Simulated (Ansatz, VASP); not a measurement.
# PbSe (Clausthalite) in two plane-wave programs, part 2 of 2

Wanted: the spread between two codes on one cell, functional and k mesh.

VASP 6.6.1 and Ansatz 0.2.0.

So far. Step 2 (VASP: band structure, HSE06, spin-orbit coupling): VASP adds spin-orbit coupling inside the spheres on scalar-relativistic partial waves, which describe the 6p1/2 states imperfectly, so such gaps can be off by a tenth of an eV or more.

## 3. Ansatz: band structure, HSE06, spin-orbit coupling

Level of this step: Ansatz beside VASP: Kohn-Sham DFT, plane waves, HSE06, spin-orbit coupling (Ansatz).

Ansatz runs on its fully relativistic PAW (standard-fr) files.

The same cell, functional, mesh and smearing now go to Ansatz, which takes its cutoff from its data sets.

The input, input.yaml:

```yaml
crystal:
  lattice:
    - [0.0, 3.06065, 3.06065]
    - [3.06065, 0.0, 3.06065]
    - [3.06065, 3.06065, 0.0]
  atoms:
    - { symbol: Pb, position: [0.0, 0.0, 0.0] }
    - { symbol: Se, position: [0.5, 0.5, 0.5] }
hamiltonian:
  xc: { exchange: pbe, correlation: pbe, exx: { coeff: 0.25, omega: 0.2 } }
  pseudopotentials: { kind: paw_fr }
magnetization:
  noncollinear: true
  spin_orbit: true
kpoints:
  mp_grid: { grid: [4, 4, 4] }
  band_path:
    path:
      - [0.0, 0.0, 0.0]
      - [0.5, 0.0, 0.5]
      - [0.5, 0.2, 0.7]
      - [0.4, 0.35, 0.75]
      - [0.15, 0.15, 0.3]
      - [0.2, 0.2, 0.2]
      - [0.5, 0.5, 0.5]
      - [0.55, 0.4, 0.55]
      - [0.6, 0.25, 0.65]
      - [0.5, 0.25, 0.75]
      - [0.5, 0.5, 0.5]
      - [0.375, 0.375, 0.75]
      - [0.5, 0.0, 0.5]
    npoints: 1
scf:
  occupations: { method: gaussian, width: 0.02 }
  n_extra_bands: 14
output:
  forces: true
  stress: true
  eigenvalues: true
```

The run is started by

```
$ ansatz run input.yaml --threads 4 --pin off --max-ram 9216MiB --backend cpu --events-out ev --progress --plain --runs-dir out
```

Numbers of over 12 decimals in the logs are rounded to 6 here.

The program printed:

```text
Warning: output.stress: scf.convergence.dr2_threshold = 1e-7 eV (the SCF's general default) is looser than the 2e-10 eV advised for a printed stress (1e-10 eV for each atom of the cell: 2). What an SCF threshold leaves in a stress goes as its square root, and in the free energy as the threshold itself, and one threshold admits the most on a small cell: [figures from the program's tests cut] Set scf.convergence.dr2_threshold to 2e-10 eV or tighter. The threshold is an SCF's pass mark: one that does not reach it within its budget of iterations ends unconverged, or closes short of it on a stop that the run arms, and scf.convergence.dr2_threshold's page says what that costs each kind of run
Warning: output.stress: scf.exx.energy_threshold = 1e-6 eV is looser than the 2e-8 eV advised for a stress under a hybrid functional (1e-8 eV for each atom of the cell: 2). Every SCF of the exchange loop can meet its threshold on dr2 while the loop round them stops early: no threshold on dr2 bounds what that leaves in the stress. Set scf.exx.energy_threshold to 2e-8 eV or tighter. The threshold is the loop's pass mark: a loop that does not reach it within its budget of cycles ends unconverged, and scf.exx.energy_threshold's page has the law
scf.n_extra_bands = 14 over 30 filled bands (N_el = 30.0): the run solves 44 bands
Engine: ansatz 0.2.0, aarch64-unknown-linux-gnu
Pseudopotentials: kind: paw_fr
Pseudopotential: Pb, paw_fr, valence charge 14, recommended cutoff 420 eV (normal), Pb.paw.azcp#standard-fr
Pseudopotential: Se, paw_fr, valence charge 16, recommended cutoff 420 eV (normal), Se.paw.azcp#standard-fr
Functional definition: unnamed
  parameter a_1 = 0.25
  parameter omega_1 = 0.2/angstrom
  exchange = pbe_x + (-a_1)*pbe_x_sr(omega_1) + a_1*exact_x_sr(omega_1)
  correlation = pbe_c
non-collinear run that drives no moment, with spin-orbit: no starting moment large enough to seed its density (crystal.atoms[].spin), no starting occupations that ask for one, no magnetisation constraint and no magnetic field, so the semilocal B_xc is pinned to zero
Crystal: 2 atoms, lattice volume = 57.342 Å³
Basis set: ecut = 420 eV, 1139 PW (Γ), exchange–correlation on 60×60×60 points (8 copies of the dense FFT grid, shifted against one another)
Bands: 44, of which v1, the nominal top of the filled ones, is band 30 counted from 1 (29 counted from 0)
Symmetry: 48 space group operations + 48 with time reversal
Magnetic group: BNS 225.117 (UNI 1619), of the structure as read, at distance tolerance 3.9e-5 Å
k-points: 8 of 64
Projection manifold: j_resolved (fully-relativistic pseudo-atomic orbitals)
Non-local potential: Pb, projectors of the file, l = 0: 2, l = 1: 4, l = 2: 4, l = 3: 4
Non-local potential: Se, projectors of the file, l = 0: 2, l = 1: 4, l = 2: 6, l = 3: 2
PAW form: soft (Blöchl's): semilocal exchange-correlation on the pseudo side does not see the compensation charge
PAW frozen core: Pb, regenerated for the run's functional, and the local potential with it (the file was generated under x = pbe(κ = 0.804, μ = 0.219515), c = pbe(β = 0.066725))
PAW frozen core: Se, regenerated for the run's functional, and the local potential with it (the file was generated under x = pbe(κ = 0.804, μ = 0.219515), c = pbe(β = 0.066725))
PAW one-centre angular grid: Pb, 590 points (default); XC on 160 Gauss nodes
PAW one-centre angular grid: Se, 590 points (default); XC on 193 of its mesh's 2701 points in the sphere
Initial density: superposition of atomic densities (chi_scale 0.1, normalization cell, long waves kept (reshape's long-wave potential 0.00 eV rms))
Initial wavefunctions: pseudopotential atomic-orbital guess
Functional: x = pbe(κ = 0.804, μ = 0.219515), c = pbe(β = 0.066725), warm-up for x = pbe(κ = 0.804, μ = 0.219515) + 0.25 (exact − pbe) at short range (hse, ω = 0.2 Å⁻¹), c = pbe(β = 0.066725)
iter 1 solved again at ethr=7.95e-4 eV; its pass at ethr=1.00e-1 eV (dr2=2.39e-1 eV) is discarded
SCF iter   1: F=—  HF=-17415.315396 eV  |F-HF|=—  |Δ(HF+E_count)|=         —  Δρ=1.74e-2  dr2=2.38e-1  dr2_m=0.00e0 (ungated)  ethr=7.95e-4  |M|=0.00e0 ∫|m|=0.00e0 μB  |m|>n=0.0e0 m-floor=0.0e0 τ_xc=0.0e0  β_m=0.30  ⟨swp⟩=7.2  Hψ=2182  notcnv=0
preconditioner: auto → none  [insulator: Δε(μ)=0.036 eV  Ē_g=17.768 eV  σ=0.020 eV  W_gap=0.80  n_scr=14 (ndim 8)  ℏωp=21.9 eV  f_vac=0.000  D(μ)=3.09/eV (n_scr^D=26)]
SCF iter   2: F=—  HF=-17415.273514 eV  |F-HF|=—  |Δ(HF+E_count)|=   4.19e-2  Δρ=9.77e-3  dr2=4.95e-2  dr2_m=0.00e0 (ungated)  ethr=7.95e-4  |M|=0.00e0 ∫|m|=0.00e0 μB  |m|>n=0.0e0 m-floor=0.0e0 τ_xc=0.0e0  β_m=0.40  ⟨swp⟩=2.9  Hψ=726  notcnv=0  defer=2
SCF iter   3: F=—  HF=-17415.270071 eV  |F-HF|=—  |Δ(HF+E_count)|=   3.44e-3  Δρ=4.17e-3  dr2=8.71e-3  dr2_m=0.00e0 (ungated)  ethr=1.65e-4  |M|=0.00e0 ∫|m|=0.00e0 μB  |m|>n=0.0e0 m-floor=0.0e0 τ_xc=0.0e0  β_m=0.51  ⟨swp⟩=3.4  Hψ=744  notcnv=0  defer=6
iter 4 solved again at ethr=5.78e-7 eV; its pass at ethr=2.90e-5 eV (dr2=1.73e-4 eV) is discarded
SCF iter   4: F=—  HF=-17415.271188 eV  |F-HF|=—  |Δ(HF+E_count)|=   1.12e-3  Δρ=6.86e-4  dr2=1.71e-4  dr2_m=0.00e0 (ungated)  ethr=5.78e-7  |M|=0.00e0 ∫|m|=0.00e0 μB  |m|>n=0.0e0 m-floor=0.0e0 τ_xc=0.0e0  β_m=0.59  ⟨swp⟩=3.8  Hψ=1596  notcnv=0  defer=10
[...]
Frozen-core exchange: fock
SCF iter   1: F=—  HF=-17391.415124 eV  |F-HF|=—  |Δ(HF+E_count)|=         —  Δρ=1.02e-3  dr2=1.11e-3  dr2_m=0.00e0 (ungated)  ethr=1.98e-4  |M|=0.00e0 ∫|m|=0.00e0 μB  |m|>n=0.0e0 m-floor=0.0e0 τ_xc=0.0e0  β_m=0.30  ⟨swp⟩=2.0  Hψ=704  notcnv=0
preconditioner: auto → none  [insulator: Δε(μ)=0.118 eV  Ē_g=19.722 eV  σ=0.020 eV  W_gap=1.00  n_scr=14 (ndim 8)  ℏωp=21.9 eV  f_vac=0.021  D(μ)=0.00/eV (n_scr^D=0)]
SCF iter   2: F=—  HF=-17391.414857 eV  |F-HF|=—  |Δ(HF+E_count)|=   2.66e-4  Δρ=2.30e-4  dr2=1.43e-4  dr2_m=0.00e0 (ungated)  ethr=3.21e-6  |M|=0.00e0 ∫|m|=0.00e0 μB  |m|>n=0.0e0 m-floor=0.0e0 τ_xc=0.0e0  β_m=0.65  ⟨swp⟩=3.1  Hψ=694  notcnv=0  defer=4
SCF iter   3: F=—  HF=-17391.414848 eV  |F-HF|=—  |Δ(HF+E_count)|=   8.94e-6  Δρ=6.74e-5  dr2=9.12e-5  dr2_m=0.00e0 (ungated)  ethr=1.43e-7  |M|=0.00e0 ∫|m|=0.00e0 μB  |m|>n=0.0e0 m-floor=0.0e0 τ_xc=0.0e0  β_m=0.63  ⟨swp⟩=3.8  Hψ=694  notcnv=0
SCF iter   4: F=-17391.415517 eV  HF=-17391.415540 eV  |F-HF|=2.28e-5  |Δ(HF+E_count)|=   6.91e-4  Δρ=1.75e-4  dr2=3.56e-5  dr2_m=0.00e0 (ungated)  ethr=1.44e-8  |M|=0.00e0 ∫|m|=0.00e0 μB  |m|>n=0.0e0 m-floor=0.0e0 τ_xc=0.0e0  ⟨swp⟩=4.8  Hψ=856  notcnv=0
SCF 4 stopped early in 4 iterations: F = -17391.415517 eV  dr2 = 3.56e-5
hybrid outer 3: dexx = +7.743e-4 eV, tail = 2.72e-3 eV, Δε = 7.24e-2 eV (about 1.81e-2 eV left of the loop's levels)
Projection manifold: j_resolved (fully-relativistic pseudo-atomic orbitals)
Exchange kernel: α = 0.2500, screened, ω = 0.2000 Å⁻¹, Wigner–Seitz truncation, v(0) = 1114.8261 eV·Å³, q-mesh 4×4×4, nearest image of the exchange supercell L = 17.31 Å, pair-density grid 18×18×18, without the augmentation charges, whose exchange is taken in its separable form by FFT convolution over the k-point mesh (sized by the pseudopotential files, 24×24×24 at the most), smooth part of the exact exchange by density-matrix convolution
Frozen-core exchange: fock
SCF iter   1: F=—  HF=-17391.415542 eV  |F-HF|=—  |Δ(HF+E_count)|=         —  Δρ=7.29e-5  dr2=5.82e-6  dr2_m=0.00e0 (ungated)  ethr=1.28e-6  |M|=0.00e0 ∫|m|=0.00e0 μB  |m|>n=0.0e0 m-floor=0.0e0 τ_xc=0.0e0  β_m=0.30  ⟨swp⟩=4.8  Hψ=762  notcnv=0
preconditioner: auto → none  [insulator: Δε(μ)=0.150 eV  Ē_g=19.727 eV  σ=0.020 eV  W_gap=1.00  n_scr=14 (ndim 8)  ℏωp=21.9 eV  f_vac=0.024  D(μ)=0.00/eV (n_scr^D=0)]
SCF iter   2: F=—  HF=-17391.415540 eV  |F-HF|=—  |Δ(HF+E_count)|=   1.59e-6  Δρ=2.75e-5  dr2=6.72e-7  dr2_m=0.00e0 (ungated)  ethr=1.93e-8  |M|=0.00e0 ∫|m|=0.00e0 μB  |m|>n=0.0e0 m-floor=0.0e0 τ_xc=0.0e0  β_m=0.36  ⟨swp⟩=3.1  Hψ=640  notcnv=0
SCF iter   3: F=—  HF=-17391.415540 eV  |F-HF|=—  |Δ(HF+E_count)|=   1.49e-7  Δρ=1.15e-5  dr2=2.03e-7  dr2_m=0.00e0 (ungated)  ethr=1.87e-9  |M|=0.00e0 ∫|m|=0.00e0 μB  |m|>n=0.0e0 m-floor=0.0e0 τ_xc=0.0e0  β_m=0.49  ⟨swp⟩=3.4  Hψ=666  notcnv=0
SCF iter   4: F=—  HF=-17391.415540 eV  |F-HF|=—  |Δ(HF+E_count)|=   4.61e-9  Δρ=3.39e-6  dr2=1.64e-7  dr2_m=0.00e0 (ungated)  ethr=1.54e-10  |M|=0.00e0 ∫|m|=0.00e0 μB  |m|>n=0.0e0 m-floor=0.0e0 τ_xc=0.0e0  β_m=0.62  ⟨swp⟩=3.2  Hψ=842  notcnv=0
SCF iter   5: F=—  HF=-17391.415541 eV  |F-HF|=—  |Δ(HF+E_count)|=   7.81e-7  Δρ=1.36e-5  dr2=2.02e-7  dr2_m=0.00e0 (ungated)  ethr=9.91e-12  |M|=0.00e0 ∫|m|=0.00e0 μB  |m|>n=0.0e0 m-floor=0.0e0 τ_xc=0.0e0  β_m=0.62  ⟨swp⟩=5.4  Hψ=1240  notcnv=0  defer=2
SCF iter   6: F=-17391.415541 eV  HF=-17391.415541 eV  |F-HF|=1.02e-10  |Δ(HF+E_count)|=   6.78e-8  Δρ=6.59e-7  dr2=1.64e-9  dr2_m=0.00e0 (ungated)  ethr=9.91e-12  |M|=0.00e0 ∫|m|=0.00e0 μB  |m|>n=0.0e0 m-floor=0.0e0 τ_xc=0.0e0  ⟨swp⟩=5.0  Hψ=980  notcnv=0
SCF 5 converged in 6 iterations: F = -17391.415541 eV  dr2 = 1.64e-9
  Residual-converged pass: ⟨swp⟩=1.9  Hψ=428  notcnv=0  max |occ|·‖R‖ = 2.4e-6 eV (tolerance 2.4e-6 eV)  dr2=1.64e-9  dr2_m=0.00e0 (ungated)  dr2_onsite=6.09e-11  max |Δocc| = 3.3e-16
hybrid outer 4: dexx = +7.749e-7 eV, tail = 3.21e-8 eV, Δε = 9.32e-3 eV (about 5.83e-4 eV left of the loop's levels)
NSCF: frozen V_eff on 13 k-points
hybrid SCF converged: 4 outer / 26 inner (+6 warm-up), last move |dexx| = 7.75e-7 eV, tail = 3.21e-8 eV
Magnetization: |M| = 0.0000 μB,  M = (+0.0000, +0.0000, +0.0000) μB
Absolute magnetization: 0.0000 μB (∫|m|)
  site 0: m = (+0.0000, +0.0000, +0.0000) μB, |m| = 0.0000 μB  (R = 1.26 Å)
  site 1: m = (+0.0000, +0.0000, +0.0000) μB, |m| = 0.0000 μB  (R = 1.26 Å)
Free energy (F): -17391.415541 eV
Frozen-core exchange: fock
Harris-Foulkes:  -17391.415541 eV  (|F-HF|=1.02e-10)
Internal energy: -17391.415541 eV  (E = F + TS)
E sigma→0 (E₀):  -17391.415541 eV
Fermi energy:    8.841832 eV
--- Per-component energies (eV) ---
  E_band       = -496.971972
  E_kinetic    = 405.450471
  E_local      = -3526.807444  (includes V_loc(G=0)·N_el)
  E_nonlocal   = -245.785267
  E_hartree    = 1644.021951
  E_xc         = -259.660533
  E_vxc        = -184.950718  (∫ρ·V_xc dr)
  E_exx        = -99.958609  (= α·E_x^exact, valence–valence)
  E_paw        = -12296.231448  (= ΣΔE_a)
  E_vpaw       = -33.005124  (= ΣTr[D̂ρ^β])
  E_aug_tail   = -0.000506  (compensation charges beyond the density's cutoff)
  E_ewald      = -3011.707258
  E_core_change = -0.736899  (= ΣΔE_core)
  E_smearing   = -0.000000  (= −TS)
  E_closure    = -0.000000  (closes the sum)
  Σ components = -17391.415541   (vs F -17391.415541, Δ=0.00e0)
--- Forces (eV/Å), atoms counted from 1 ---
  atom   1  Pb     0.00000000     0.00000000     0.00000000
  atom   2  Se    -0.00000000     0.00000000     0.00000000
  max |Σ_I F_I| component: 1.86e-24 eV/Å
--- Stress (GPa, compression-positive) ---
        1.030243       0.000000       0.000000
       -0.000000       1.030243       0.000000
       -0.000000      -0.000000       1.030243
  P = ⅓ Tr σ = 1.0302 GPa (10.302 kbar)
--- Band table (eV; the first three rows and the last of 8) ---
  k-point 0: bands = [... 26 lower, 6.7154, 6.7154, 6.7154, 6.7154, 12.4893, 12.4893, 14.9343, 14.9343, ... 10 higher]
  k-point 1: bands = [... 26 lower, 6.8532, 6.8532, 7.6274, 7.6274, 10.6576, 10.6576, 12.1267, 12.1267, ... 10 higher]
  k-point 2: bands = [... 26 lower, 7.0522, 7.0522, 8.7675, 8.7675, 8.9161, 8.9161, 10.5534, 10.5534, ... 10 higher]
  k-point 7: bands = [... 26 lower, 3.9973, 3.9973, 7.7608, 7.7608, 10.9033, 10.9033, 14.3162, 14.3162, ... 10 higher]
```

Run time: 3.1 min. Hardware: 4 threads of Arm Neoverse V1, shared host; peak memory 1.3 GiB; 11 min of CPU time.

Reading the cycles: dr2 is the Hartree energy of the density residual (eV), the measure of convergence; HF is the Harris–Foulkes estimate of the energy, which meets the free energy F at convergence.

## 4. Differences

Known differences besides the potentials themselves: spin-orbit coupling enters by fully relativistic files in Ansatz and inside the spheres in VASP; exact exchange at q = 0 is treated differently, which shows on coarse meshes; VASP keeps PBE cores, Ansatz makes them for the functional; the data sets hold 30 valence electrons in Ansatz (fully relativistic PAW (standard-fr) files) and 20 in VASP; the cutoff is 420 eV in Ansatz and 400 eV in VASP; VASP takes a coarser grid for exact exchange (PRECFOCK = Fast). Total energies have different zeros and are not compared.

Compared:

```
                     quantity  Ansatz   VASP  difference
gap over the path points (eV)   0.149  0.308      -0.159
```

Levels at points of the path, from each program's valence-band top (eV; 8 filled, then empty):

```
k (reciprocal lattice)                                                                         Ansatz                                                                           VASP
     0.000 0.000 0.000  -6.63 -6.63 -2.79 -2.79 -2.05 -2.05 -2.05 -2.05 3.72 3.72 6.17 6.17 6.17 6.17  -6.65 -6.65 -2.71 -2.71 -2.03 -2.03 -2.03 -2.03 3.98 3.98 6.17 6.17 6.17 6.17
     0.500 0.000 0.500  -7.88 -7.88 -5.73 -5.73 -4.04 -4.04 -3.51 -3.51 4.15 4.15 5.35 5.35 7.03 7.03  -7.89 -7.89 -5.68 -5.68 -3.98 -3.98 -3.49 -3.49 4.17 4.17 5.55 5.55 7.04 7.04
     0.500 0.200 0.700  -8.59 -8.59 -5.18 -5.18 -4.57 -4.57 -1.40 -1.40 2.60 2.60 5.22 5.22 5.98 5.98  -8.60 -8.60 -5.13 -5.13 -4.53 -4.53 -1.38 -1.38 2.70 2.70 5.25 5.25 6.02 6.02
     0.400 0.350 0.750  -8.69 -8.69 -5.26 -5.26 -3.58 -3.58 -2.35 -2.35 3.37 3.37 4.80 4.80 6.13 6.13  -8.70 -8.70 -5.21 -5.21 -3.54 -3.54 -2.32 -2.32 3.48 3.48 4.83 4.83 6.17 6.17
     0.150 0.150 0.300  -8.02 -8.02 -3.10 -3.10 -1.80 -1.80 -0.86 -0.86 1.72 1.72 3.27 3.27 4.92 4.92  -8.03 -8.03 -3.04 -3.04 -1.78 -1.78 -0.84 -0.84 1.88 1.88 3.29 3.29 4.95 4.95
     0.200 0.200 0.200  -7.75 -7.75 -2.48 -2.48 -1.96 -1.96 -1.41 -1.41 2.38 2.38 3.94 3.94 4.49 4.49  -7.75 -7.75 -2.42 -2.42 -1.94 -1.94 -1.39 -1.39 2.57 2.57 3.96 3.96 4.49 4.49
     0.500 0.500 0.500    -9.61 -9.61 -1.98 -1.98 -1.72 -1.72 0.00 0.00 0.15 0.15 1.79 1.79 2.69 2.69    -9.61 -9.61 -1.95 -1.95 -1.70 -1.70 0.00 0.00 0.31 0.31 1.84 1.84 2.69 2.69
     0.550 0.400 0.550  -9.42 -9.42 -3.23 -3.23 -2.30 -2.30 -1.20 -1.20 1.49 1.49 2.79 2.79 4.07 4.07  -9.42 -9.42 -3.19 -3.19 -2.26 -2.26 -1.18 -1.18 1.60 1.60 2.84 2.84 4.09 4.09
     0.600 0.250 0.650  -8.69 -8.69 -5.26 -5.26 -3.58 -3.58 -2.35 -2.35 3.37 3.37 4.80 4.80 6.13 6.13  -8.70 -8.70 -5.21 -5.21 -3.54 -3.54 -2.32 -2.32 3.48 3.48 4.83 4.83 6.17 6.17
     0.500 0.250 0.750  -8.65 -8.65 -5.00 -5.00 -4.77 -4.77 -1.01 -1.01 2.14 2.14 5.55 5.55 5.67 5.67  -8.66 -8.66 -4.93 -4.93 -4.75 -4.75 -0.99 -0.99 2.24 2.24 5.60 5.60 5.69 5.69
```

Among the levels compared at these points, filled levels agree within 78 meV and empty ones within 256 meV.

## 5. Summary of results

```
difference in gap over the path points (band structure, HSE06, spin-orbit coupling) : -0.16 eV
```

In words: The difference in gap over the path points is -0.16 eV (band structure, HSE06, spin-orbit coupling), beyond the 0.08 eV picked in this series as the mark of a large difference. How closely two codes agree says nothing of how well the functional describes the real material.

[Lines on the potential files, build, host, timing and source positions are cut from VASP's logs without a mark.]

[Logs are printed without paths, hosts, clocks, repeated set-up lines and the standing remarks that a program may print on its own settings, such as how far it seeks lower states.]

[Hosts, paths, dates, database ids (printed as entryN), source tags and the programs' standing remarks are cut or masked in the printed files.]
